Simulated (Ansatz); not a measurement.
Crystal: Cu2O (Cuprite).

```
CELL_PARAMETERS angstrom
4.26000 0.00000 0.00000
0.00000 4.26000 0.00000
0.00000 0.00000 4.26000
ATOMIC_POSITIONS crystal
Cu 0.75000 0.25000 0.75000
Cu 0.75000 0.75000 0.25000
Cu 0.25000 0.75000 0.75000
Cu 0.25000 0.25000 0.25000
O 0.50000 0.50000 0.50000
O 0.00000 0.00000 0.00000
```

Base run:

| Property | Result |
| --- | --- |
| Program | Ansatz 0.2.0 |
| Functional | PBEsol |
| Potentials or basis | Ansatz PAW |
| Cutoff | 420 eV (not typed: the program's choice for these potentials) |
| k mesh | 6 × 6 × 6 |
| Occupations | fermi-dirac, width 0.05 eV |
| Spin | no spin polarisation |

Its results: band gap on the k mesh 0.50 eV, direct; pressure -3.2 GPa.

Task: The run is repeated on the same cell with these changes: functional from PBEsol to BLYP. What comes out?

Result: Band gap on the k mesh 0.66 eV, direct; pressure 8.5 GPa.

BLYP binds less tightly than PBEsol, so the same cell stands under more pressure.

Caveats: the PAW data sets come from PBE, with cores solved anew for the run's functional, which leaves a small shift of forces and pressure.
